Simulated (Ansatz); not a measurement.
# ZnS: response to strain

Aim: deform ZnS (x and y strained by +4 %, z held) and compute stress, forces and field gradients with LAPW, PAW and all-electron datasets made for the crystal.

Method: DFT PBE, scalar-relativistic, in Ansatz 0.2.0.

**1. The system as given**

Symmetry: F-43m, No. 216, cubic system. Conventional cell: a = 5.409 Å, b = 5.409 Å, c = 5.409 Å, α = 90.00°, β = 90.00°, γ = 90.00°. Zn (site symmetry -43m) is surrounded by 4 S at 2.34 Å. Around S (site symmetry -43m) lie 4 Zn at 2.34 Å.

Structure file:

```cif
data_structure
_symmetry_space_group_name_H-M 'F-43m'
_symmetry_Int_Tables_number 216
_cell_length_a 5.4093
_cell_length_b 5.4093
_cell_length_c 5.4093
_cell_angle_alpha 90.000
_cell_angle_beta 90.000
_cell_angle_gamma 90.000
_cell_volume 158.28
loop_
_atom_site_label
_atom_site_type_symbol
_atom_site_symmetry_multiplicity
_atom_site_Wyckoff_symbol
_atom_site_fract_x
_atom_site_fract_y
_atom_site_fract_z
_atom_site_occupancy
Zn1 Zn 4 a 0.00000 0.00000 0.00000 1
S1 S 4 c 0.25000 0.25000 0.25000 1
```

The file gives the conventional cell by its symmetry; the runs use the cell typed in the input.

Atoms are numbered in the order of the input: Zn1, S2.

**2. The deformed structure**

Space group F-43m before, I-4m2 after.

**3. LAPW, all electrons**

Input file input.yaml:

```yaml
crystal:
  lattice:
    - [0.0, 2.812836, 2.70465]
    - [2.812836, 0.0, 2.70465]
    - [2.812836, 2.812836, 0.0]
  atoms:
    - { symbol: Zn, position: [0.0, 0.0, 0.0] }
    - { symbol: S, position: [0.75, 0.75, 0.75] }
kpoints:
  mp_grid: { grid: [9, 9, 9] }
scf:
  occupations: { method: fermi_dirac, width: 0.01 }
hamiltonian:
  xc: pbe
  pseudopotentials: { kind: all_electron, lapw: { basis_error: 0.00025 } }
output:
  forces: true
  stress: true
  eigenvalues: true
```

**4. PAW with frozen cores**

Changes to input.yaml since step 3:

```diff
@@ -14,3 +14,3 @@
   xc: pbe
-  pseudopotentials: { kind: all_electron, lapw: { basis_error: 0.00025 } }
+  pseudopotentials: { kind: paw }
 output:
@@ -19 +19,2 @@
   eigenvalues: true
+  efg: { contact_densities: true }
```

**5. Datasets made for this crystal**

Changes to input.yaml since step 4:

```diff
@@ -14,3 +14,3 @@
   xc: pbe
-  pseudopotentials: { kind: paw }
+  pseudopotentials: { kind: all_electron, datasets: crystal }
 output:
```

(Steps that only read results are left out.)

Q: Predict the outcome of this session. Wanted: pressure; largest shear or deviatoric stress.

**Answer**, as computed:

| quantity | value |
| --- | --- |
| pressure | LAPW -3.63, PAW -3.65, crystal datasets -3.63 GPa |
| largest shear or deviatoric stress (LAPW) | 1.04 GPa |

In words: The largest part of the stress beyond the pressure is 1.04 GPa in size, in the zz component; the atoms are carried along and not relaxed. No run of the undeformed cell stands beside it, so the pressure holds what the given cell had before the change. PAW: stress within 0.02 GPa of LAPW. Crystal datasets: stress within 0.01 GPa of LAPW.
